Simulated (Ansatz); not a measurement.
TaS2:

```
Ta S
1.0
     3.35000    0.00000    0.00000
    -1.67500    2.90119    0.00000
     0.00000    0.00000    5.86000
Ta S
1 2
Direct
  0.00000 0.00000 0.00000
  0.66667 0.33333 0.75000
  0.33333 0.66667 0.25000
```

Base run:

| Item | Value |
| --- | --- |
| Program | Ansatz 0.2.0 |
| Functional | m-r2SCAN |
| Potentials or basis | Ansatz PAW |
| Cutoff | 500 eV (not typed: the program's choice for these potentials) |
| k mesh | 9 × 9 × 5 |
| Occupations | fermi-dirac, width 0.05 eV |
| Spin | no spin polarisation |

Its results: band gap on the k mesh none (metal or under the smearing width); pressure 7.8 GPa; largest force 1.003 eV/Å.

Q: The run is repeated on the same cell with these changes: functional from m-r2SCAN to PBE; cutoff from 500 eV (not typed: the program's choice for these potentials) to 420 eV (not typed: the program's choice for these potentials); k mesh from 9 × 9 × 5 to 7 × 7 × 4. What comes out?

A: Band gap on the k mesh none (metal or under the smearing width); pressure 9.1 GPa; largest force 1.202 eV/Å.

Several settings changed at once, so the effect can't be laid on one alone.

Caveats: forces of over 1 eV/Å show positions far from the minimum, so gaps and moduli don't describe the material at rest; spin-orbit coupling is left out, which moves the levels of the heavy elements (some runs); the PAW data sets come from PBE, with cores solved anew for the run's functional, which leaves a small shift of forces and pressure (some runs); this functional lacks dispersion, which binds the layers, so the pressure and a relaxed spacing across them are unreliable (some runs).
